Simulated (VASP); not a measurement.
Wanted: the native input for a VASP 6.6.1 run.

| Quantity | Value |
| --- | --- |
| Task | relaxation of cell and atoms |
| Functional | PBE |
| Dispersion | D4 |
| Potentials or basis | VASP PAW PBE potentials, release 64 (Hg, Se) |
| Cutoff | 600 eV |
| k mesh | 8 × 8 × 8 |
| Occupations | fermi-dirac, width 0.05 eV |
| Spin | no spin polarisation |
| Further INCAR settings | ALGO = Normal; EDIFF = 1e-06; IBRION = 2; EDIFFG = -0.01; NSW = 40; ISIF = 3 |

The structure of HgSe lies in POSCAR:

```
HgSe
1.0
    0.0000000000      3.0390000000      3.0390000000
    3.0390000000      0.0000000000      3.0390000000
    3.0390000000      3.0390000000      0.0000000000
Hg Se
1 1
Direct
    0.0000000000      0.0000000000      0.0000000000
    0.7500000000      0.7500000000      0.7500000000
```

One way to write it, as run:

INCAR

```
SYSTEM = HgSe
PREC = Accurate ; ENCUT = 600
EDIFF = 1E-6 ; ISMEAR = -1
SIGMA = 0.05 ; LREAL = .FALSE.
LASPH = .TRUE. ; NELM = 60
ALGO = Normal ; ISIF = 3
LWAVE = .FALSE. ; LCHARG = .FALSE.
GGA = PE ; IVDW = 13
IBRION = 2 ; NSW = 40
EDIFFG = -0.01
```

KPOINTS

```
regular mesh
0
G
  8 8 8
  0 0 0
```

Potentials or basis: VASP PAW PBE potentials, release 64 (Hg, Se).

The run is started by

```sh
$ cat potpaw_PBE.64/Hg/POTCAR potpaw_PBE.64/Se/POTCAR > POTCAR
$ mpirun -np 1 vasp_std > vasp.out
```

Results of the run:

```yaml
Relaxed_volume: 29.55 Å³/atom
Relaxed_cell: a = 4.372 Å, b = 4.372 Å, c = 4.372 Å, α = 60.00°, β = 60.00°, γ = 60.00°
Space_group_after_relaxing_to_0.05_Å: F-43m (No. 216)
Energy_gained_by_relaxing: 12.7 meV/atom
Ionic_steps: 3
Pressure_after_relaxing: 0.0 GPa
Band_gap_on_the_k_mesh: none (metal or under the smearing width)
Dispersion_energy_per_atom: -0.329 eV
```

Caveat: pairwise dispersion overbinds metals, which lowers pressure and volume.

Run time: 28 s on 1 thread of Intel(R) Xeon(R) 6975P-C (Granite Rapids) (shared host), peak memory 0.22 GiB.
